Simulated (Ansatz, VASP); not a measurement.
**Two plane-wave programs on CuI (Marshite)**

POSCAR

```
CuI
1.0
    0.0000000000      3.0117341517      3.0117341517
    3.0117341517      0.0000000000      3.0117341517
    3.0117341517      3.0117341517      0.0000000000
Cu I
1 1
Direct
    0.2500000000      0.2500000000      0.2500000000
    0.0000000000      0.0000000000      0.0000000000
```

INCAR.step1

```
SYSTEM = CuI
PREC = Accurate
ENCUT = 520
ISMEAR = 0
SIGMA = 0.02
LREAL = .FALSE.
LASPH = .TRUE.
NELM = 100
NBANDS = 16
GGA = PE
ALGO = Normal
EDIFF = 1E-4
LWAVE = .TRUE.
LCHARG = .FALSE.
```

INCAR.step2

```
SYSTEM = CuI
PREC = Accurate
ENCUT = 520
EDIFF = 1E-6
ISMEAR = 0
SIGMA = 0.02
LREAL = .FALSE.
LASPH = .TRUE.
NELM = 100
ALGO = Normal
ISIF = 2
LWAVE = .FALSE.
LCHARG = .TRUE.
METAGGA = R2SCAN
LMIXTAU = .TRUE.
LELF = .TRUE.
LVHAR = .TRUE.
NBANDS = 16
ISTART = 1
```

KPOINTS

```
regular mesh
0
G
  8 8 8
  0 0 0
```

Input for Ansatz:

```yaml
crystal:
  lattice:
    - [0.0, 3.0117341517, 3.0117341517]
    - [3.0117341517, 0.0, 3.0117341517]
    - [3.0117341517, 3.0117341517, 0.0]
  atoms:
    - { symbol: Cu, position: [0.25, 0.25, 0.25] }
    - { symbol: I, position: [0.0, 0.0, 0.0] }
basis:
  ecutwfc: 500
kpoints:
  mp_grid: { grid: [8, 8, 8] }
  band_path:
    path:
      - [[0.0, 0.0, 0.0], [-0.5, -0.5, 0.0], [-0.375, -0.375, 0.25]]
      - [[-0.375, 0.0, 0.375], [0.0, 0.0, 0.0], [0.0, 0.0, 0.5], [-0.5, -0.25, 0.25], [-0.5, -0.5, 0.0]]
    npoints: 14
hamiltonian:
  xc: r2scan
scf:
  occupations: { method: gaussian, width: 0.02 }
  n_extra_bands: 6
output:
  forces: true
  stress: true
  eigenvalues: true
  populations: true
  dos: { projected: true, de: 0.02, nscf_kmesh: { grid: [12, 12, 12] } }
  bader: true
```

Alike in both runs: task single point; functional r2SCAN; k mesh 8 × 8 × 8; occupations gaussian, width 0.02 eV; no spin polarisation.

```csv
,VASP,Ansatz
version,VASP 6.6.1,Ansatz 0.2.0
potentials or method,"VASP PAW PBE potentials, release 64 (Cu, I)","scalar-relativistic, plane waves, PAW"
plane-wave cutoff (eV),520,500
valence electrons in the cell,18,36
```

|  | VASP | Ansatz | Ansatz less VASP |
| --- | --- | --- | --- |
| gap on the k mesh at the Fermi level (eV) | 1.67 | 1.67 | -0.005 |
| least direct gap on the mesh (eV) | 1.67 | 1.67 | -0.005 |
| pressure (GPa) | -0.1 | 0.0 | +0.04 |

The two sets of potentials don't hold the same shells in valence.

Caveats: the PAW data sets were made with another functional, which shifts forces and pressure a little (VASP); spin-orbit coupling is left out, which moves the levels of the heavy elements. r2SCAN opens gaps a little over a GGA but as a rule still falls short of measured ones.
